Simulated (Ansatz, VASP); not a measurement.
B in VASP and in Ansatz

File INCAR:

```
SYSTEM = B
PREC = Accurate
ENCUT = 520
EDIFF = 1E-6
ISMEAR = -1
SIGMA = 0.05
LREAL = .FALSE.
LASPH = .TRUE.
NELM = 60
ALGO = Normal
ISIF = 2
LWAVE = .FALSE.
LCHARG = .FALSE.
GGA = PE
NBANDS = 8
```

KPOINTS

```
regular mesh
0
G
  14 14 14
  0 0 0
```

Contents of POSCAR:

```
B
1.0
    1.8663876000      0.0000000000      0.0000000000
    0.0000000000      1.8852400000      0.0000000000
    0.0000000000      0.0000000000      1.8852400000
B
1
Direct
    0.5000000000      0.5000000000      0.5000000000
```

File input.yaml:

```yaml
crystal:
  lattice:
    - [1.8663876, 0.0, 0.0]
    - [0.0, 1.88524, 0.0]
    - [0.0, 0.0, 1.88524]
  atoms:
    - { symbol: B, position: [0.5, 0.5, 0.5] }
hamiltonian:
  xc: pbe
  pseudopotentials: { kind: paw }
kpoints:
  mp_grid: { grid: [14, 14, 14] }
scf:
  occupations: { method: fermi_dirac, width: 0.05 }
output:
  forces: true
  stress: true
  eigenvalues: true
  write_density: true
  write_potential: true
  elf: true
  volumetric_format: npy
```

Change from the starting cell: strain = -0.01.

Alike in both runs: task single point; functional PBE; k mesh 14 × 14 × 14; occupations fermi-dirac, width 0.05 eV; no spin polarisation.

|  | VASP | Ansatz |
| --- | --- | --- |
| version | VASP 6.6.1 | Ansatz 0.2.0 |
| potentials or method | VASP PAW PBE potentials, release 64 (B) | Ansatz PAW |
| plane-wave cutoff (eV) | 520 | 420 |
| valence electrons in the cell | 3 | 3 |

Ansatz gave:

* gap on the k mesh at the Fermi level (eV): none
* pressure (GPa): 2.8
* largest component of the traceless stress (GPa): 0.21

Task: Which values does VASP return?

Result: gap on the k mesh at the Fermi level (eV): none; pressure (GPa): 2.9; largest component of the traceless stress (GPa): 0.19.

A gap of «none» marks a metal or a gap that the smearing closes.
